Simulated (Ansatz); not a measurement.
The system is Cu.

```
CELL_PARAMETERS angstrom
2.53076 0.00000 0.00000
-1.26538 2.19171 0.00000
0.00000 0.00000 8.26182
ATOMIC_POSITIONS crystal
Cu 0.66667 0.33333 0.75000
Cu 0.00000 0.00000 0.50000
Cu 0.33333 0.66667 0.25000
Cu 0.00000 0.00000 0.00000
```

This isn't the form of Cu at room conditions, which is fcc.

Base run:

```yaml
Program: Ansatz 0.2.0
Functional: PBEsol
Potentials_or_basis: all-electron LAPW, inner shells corrected to Dirac's equation
Cutoff: 279 eV
Density_cutoff: 1117 eV
Basis_error_allowed: 0.002 eV/atom
k_mesh: 12 × 12 × 4
Occupations: fermi-dirac, width 0.05 eV
Spin: no spin polarisation
```

Its results: pressure -1.9 GPa.

After a change of settings the same cell gave: pressure 2.7 GPa. Which change was it?
A. potentials or basis from all-electron LAPW, inner shells corrected to Dirac's equation to all-electron LAPW, non-relativistic
B. potentials or basis from all-electron LAPW, inner shells corrected to Dirac's equation to all-electron LAPW, scalar-relativistic; basis error allowed from 0.002 eV/atom to 0.001 eV/atom
C. potentials or basis from all-electron LAPW, inner shells corrected to Dirac's equation to all-electron PAW datasets made for the crystal
D. functional from PBEsol to LDA; potentials or basis from all-electron LAPW, inner shells corrected to Dirac's equation to all-electron LAPW, scalar-relativistic

A.

Not every run made on this cell is shown here.
